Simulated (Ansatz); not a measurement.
Crystal: Cd.

```
CELL_PARAMETERS angstrom
2.97887 0.00000 0.00000
-1.48944 2.57978 0.00000
0.00000 0.00000 5.61765
ATOMIC_POSITIONS crystal
Cd 0.66667 0.33333 0.75000
Cd 0.33333 0.66667 0.25000
```

- Program: Ansatz 0.2.0
- Task: single point
- Functional: PBE
- Potentials or basis: Ansatz PAW
- Cutoff: 420 eV (not typed: the program's choice for these potentials)
- k mesh: 10 × 10 × 5
- Occupations: fermi-dirac, width 0.05 eV
- Spin: no spin polarisation

On this cell: pressure 2.9 GPa; largest force under 0.003 eV/Å; band gap on the k mesh none (metal or under the smearing width).

The same run follows on a disturbed copy (atoms moved at random, drawn with an rms of 0.05 Å):

```
CELL_PARAMETERS angstrom
2.97887 0.00000 0.00000
-1.48944 2.57978 0.00000
0.00000 0.00000 5.61765
ATOMIC_POSITIONS crystal
Cd 0.65588 0.32948 0.76127
Cd 0.31215 0.68112 0.25800
```

**Question.** What changes?

**Answer.** The energy (extrapolated to zero smearing) moves by +0.6 meV/atom; pressure 2.9 GPa; largest force 0.040 eV/Å; band gap on the k mesh none (metal or under the smearing width).

Forces on the atoms (eV/Å):
```
Cd  -0.017  0.014 -0.034
Cd   0.017 -0.014  0.034
```

Stress tensor (GPa, compression positive):
```
 3.52 -0.07  0.01
-0.07  3.41 -0.01
 0.01 -0.01  1.72
```
